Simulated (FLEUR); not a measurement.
**CdTe under changes of volume**

One of the cells (32.922 Å³/atom); the others are scaled copies at fixed shape and fractional positions:

```
Te Cd
1.0
     0.00000    3.20500    3.20500
     3.20500    0.00000    3.20500
     3.20500    3.20500    0.00000
Te Cd
1 1
Direct
  0.75000 0.75000 0.75000
  0.00000 0.00000 0.00000
```

```yaml
Program: FLEUR MaX-R8.1 (later development tree)
Functional: r2SCAN
Potentials_or_basis: all-electron
Basis: FLAPW
Kmax: 4.39 1/bohr
k_mesh: 7 × 7 × 7
Occupations: fermi-dirac, width 0.05 eV
Spin: no spin polarisation
```

```csv
volume (Å³/atom),energy over the lowest point (meV/atom),gap on the mesh (eV)
30.947,85.77,1.58
31.605,59.27,1.51
32.922,22.41,1.37
34.239,?,?
34.897,0.00,1.17
```

Task: What does the run at 34.239 Å³/atom give?

Result: Energy over the lowest point 3.91 meV/atom; gap on the mesh 1.24 eV.

Worked out: A Birch-Murnaghan fit of order 2 (a polynomial in V^(-2/3)) to the other rows has its minimum at 35.26 Å³/atom, just outside them, with B0 = V·E''(V) = 42 GPa. It gives 3.59 meV/atom at 34.239 Å³/atom, against the run's 3.91. A straight line through the other rows of the gap, of slope -3.42 eV per unit of ln V (its deformation potential), gives 1.24 eV, against the run's 1.24.

Energies are extrapolated to zero smearing.

Caveats: the meta-GGA is that of a development version, with a GGA for the radial functions and cores and without core tails; spin-orbit coupling is left out, which moves the levels of the heavy elements.
